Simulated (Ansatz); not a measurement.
The system is Bi.

```
Bi
1.0
     2.34685    1.22968    3.94969
    -2.26069    1.26039    3.88987
     0.06968   -2.62510    3.96467
Bi
2
Direct
  0.76600 0.76600 0.76600
  0.23400 0.23400 0.23400
```

The cell isn't the ideal one: cell strained at random at fixed volume.

| Quantity | Value |
| --- | --- |
| Program | Ansatz 0.2.0 |
| Task | relaxation of cell and atoms |
| Functional | RPBE |
| Potentials or basis | all-electron LAPW, scalar-relativistic |
| Basis error allowed | 0.001 eV/atom |
| k mesh | 7 × 7 × 7 |
| Occupations | methfessel-paxton, width 0.2 eV |
| Spin | no spin polarisation |

At the start: volume 35.07 Å³/atom.

**Question.** Where does the relaxation end?

**Answer.** Over 7 steps the energy falls by 46.8 meV/atom and the volume is 38.65 Å³/atom (+10.2 %); space group R-3m (No. 166, to 0.05 Å).

Step by step:
| step | energy change (eV) | largest force (eV/Å) | volume (Å³) |
| --- | --- | --- | --- |
| 1 | 0.0000 | 0.3930 | 70.14 |
| 2 | -0.0773 | 0.2525 | 76.07 |
| 3 | -0.0865 | 0.1019 | 75.53 |
| 4 | -0.0929 | 0.0046 | 76.68 |
| 5 | -0.0934 | 0.0140 | 77.02 |
| 6 | -0.0935 | 0.0058 | 77.31 |
| 7 | -0.0935 | 0.0058 | 77.31 |

Final structure:
```
Bi
1.0
     2.31070    1.33288    4.19106
    -2.30528    1.33174    4.18549
     0.00177   -2.66563    4.19070
Bi
2
Direct
  0.76922 0.76832 0.76914
  0.23078 0.23168 0.23086
```
